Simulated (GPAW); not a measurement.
The system is HfN.

```
Hf N
1.0
     0.00000    2.25600    2.25600
     2.25600    0.00000    2.25600
     2.25600    2.25600    0.00000
Hf N
1 1
Direct
  0.00000 0.00000 0.00000
  0.50000 0.50000 0.50000
```

Program: GPAW 26.7.0. Alike in all runs: task band structure; no spin polarisation; cell as given; k mesh 10 × 10 × 10; cutoff (eV) 800; smearing fermi-dirac 0.05 eV.

Q: Order these runs on this cell by their pressure, lowest first.
A. level r2SCAN; potentials or basis GPAW PAW data sets (gpaw-data 1.2.1), pw; band points 80
B. level PBE; potentials or basis GPAW PAW data sets (gpaw-data 1.2.1), pw; band points 60
C. level PBEsol; potentials or basis PAW data sets generated in the run's folder for this functional, pw; band points 80
D. level revPBE; potentials or basis the program's PAW data sets (release 1.2.1) made for this functional, pw; band points 60
E. level LDA; potentials or basis the program's PAW data sets (release 1.2.1) made for this functional, pw; band points 80

A: E (-8.9 GPa), C (-1.6 GPa), A (3.3 GPa), B (6.7 GPa), D (10.6 GPa).

Caveats: the PAW data sets were made with another functional, which shifts forces and pressure a little (some runs).
